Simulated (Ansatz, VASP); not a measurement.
This is a calculation of Ca for Ansatz 0.2.0.

The input input.yaml:

```yaml
crystal:
  lattice:
    - [3.4629657, -3.66949151, 0.0]
    - [3.4629657, 3.66949151, 0.0]
    - [0.0, 0.0, 7.00911965]
  atoms:
    - { symbol: Ca, position: [0.667917, 0.337269, 0.301634] }
    - { symbol: Ca, position: [0.334318, 0.654433, 0.691678] }
    - { symbol: Ca, position: [0.826088, 0.157815, 0.804334] }
    - { symbol: Ca, position: [0.16004, 0.844471, 0.198731] }
hamiltonian:
  xc: pbe
  pseudopotentials: { kind: paw }
kpoints:
  mp_grid: { grid: [5, 5, 4] }
scf:
  occupations: { method: fermi_dirac, width: 0.05 }
output:
  forces: true
  stress: true
  eigenvalues: true
```

Potentials or basis: Ansatz PAW.

Command:

```bash
$ ansatz run input.yaml --threads 2 --pin off --max-ram 5120MiB --backend cpu --events-out ev --progress --plain --runs-dir out
```

Set up the same calculation for VASP 6.6.1. Potentials there: VASP PAW PBE potentials, release 64 (Ca_sv).

As run (the cutoff follows the program's own potentials):

INCAR

```
SYSTEM = Ca
ALGO = Normal
EDIFF = 1E-7
ENCUT = 520
GGA = PE
ISIF = 2
ISMEAR = -1
LASPH = .TRUE.
LCHARG = .FALSE.
LREAL = .FALSE.
LWAVE = .FALSE.
NBANDS = 28
NELM = 60
PREC = Accurate
SIGMA = 0.05
```

The input KPOINTS:

```
k-points
0
G
  5 5 4
  0 0 0
```

POSCAR

```
Ca
1.0
    3.4629657000     -3.6694915100      0.0000000000
    3.4629657000      3.6694915100      0.0000000000
    0.0000000000      0.0000000000      7.0091196500
Ca
4
Direct
    0.6679170000      0.3372690000      0.3016340000
    0.3343180000      0.6544330000      0.6916780000
    0.8260880000      0.1578150000      0.8043340000
    0.1600400000      0.8444710000      0.1987310000
```

Potentials or basis: VASP PAW PBE potentials, release 64 (Ca_sv).

Command:

```console
$ cat potpaw_PBE.64/Ca_sv/POTCAR > POTCAR
$ mpirun -np 1 vasp_std > vasp.out
```

Both were run:

|  | VASP | Ansatz | Ansatz less VASP |
| --- | --- | --- | --- |
| gap on the k mesh at the Fermi level (eV) | none | none | - |
| pressure (GPa) | -0.2 | -0.2 | -0.01 |
| largest component of the traceless stress (GPa) | 0.31 | 0.31 | -0.002 |
| rms of the force components (eV/Å) | 0.061 | 0.061 | -0.0001 |

Atom by atom the forces differ by 0.000 eV/Å (rms over components). A gap of «none» marks a metal or a gap that the smearing closes.
